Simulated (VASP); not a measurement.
# MoTe₂: self-consistent run

MoTe₂, P6_3/mmc (no. 194), 6 atoms in the cell. PBE; PAW potentials Te, Mo_sv (PBE set).

## Input

INCAR:
```
  PREC = Accurate
  ENCUT = 520
  EDIFF = 1E-7
  ISMEAR = 0
  SIGMA = 0.02
  LREAL = F
  LASPH = T
  ALGO = Normal
  NELM = 100
  ISIF = 2
  LWAVE = F
  LCHARG = F
  GGA = PE
  GGA_COMPAT = F
```

KPOINTS:
```
k-points
0
Gamma
  7 7 2
```

POSCAR:
```
Te2Mo
1.0
    3.5182000000      0.0000000000      0.0000000000
   -1.7591000000      3.0468505756      0.0000000000
    0.0000000000      0.0000000000     13.9736000000
Te Mo
4 2
Direct
    0.6666666667      0.3333333333      0.3790000000
    0.3333333333      0.6666666667      0.8790000000
    0.6666666667      0.3333333333      0.1210000000
    0.3333333333      0.6666666667      0.6210000000
    0.6666666667      0.3333333333      0.7500000000
    0.3333333333      0.6666666667      0.2500000000
```

Commands:
```
cat potpaw_PBE.64/Te/POTCAR potpaw_PBE.64/Mo_sv/POTCAR > POTCAR
mpirun -np 1 vasp_std > vasp.out
```

## Result

- Pressure (GPa): 2.95
- Gap on the mesh (eV): 0.835
- Fermi level (eV): 8.359

Levels at the zone centre (eV from the valence top there):

| 1 | 2 | 3 |
|---|---|---|
| -0.320 | 0.000 | 2.901 |

The largest force is 0.189 eV/A.

VASP 6.6.1 took 74 s on 1 core (Intel Xeon Platinum 8488C (Sapphire Rapids)), a shared host.
